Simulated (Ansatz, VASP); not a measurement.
## ZnO (nc): VASP beside Ansatz

```
Zn O
1.0
     3.21133    0.00000    0.00000
    -1.60567    2.78110    0.00000
     0.00000    0.00000    5.18127
Zn O
2 2
Direct
  0.33333 0.66667 0.49991
  0.66667 0.33333 0.99991
  0.66667 0.33333 0.37910
  0.33333 0.66667 0.87910
```

Alike in both runs: functional PBE; k mesh 9 × 9 × 6; occupations gaussian, width 0.02 eV; no spin polarisation.

Ansatz relaxed the structure, and its values are those at the end. VASP's run is a single point on that final structure, the one shown.

|  | VASP | Ansatz |
| --- | --- | --- |
| version | VASP 6.6.1 | Ansatz 0.2.0 |
| potentials or method | VASP PAW PBE potentials, release 64 (Zn, O) | scalar-relativistic, plane waves, norm-conserving pseudopotentials |
| plane-wave cutoff (eV) | 520 | 1240 |
| valence electrons in the cell | 36 | 52 |

```tsv
	VASP	Ansatz	Ansatz less VASP
gap on the k mesh at the Fermi level (eV)	0.82	0.89	+0.068
least direct gap on the mesh (eV)	0.82	0.89	+0.068
pressure (GPa)	10.6	9.2	-1.41
```

The two sets of potentials don't hold the same shells in valence.
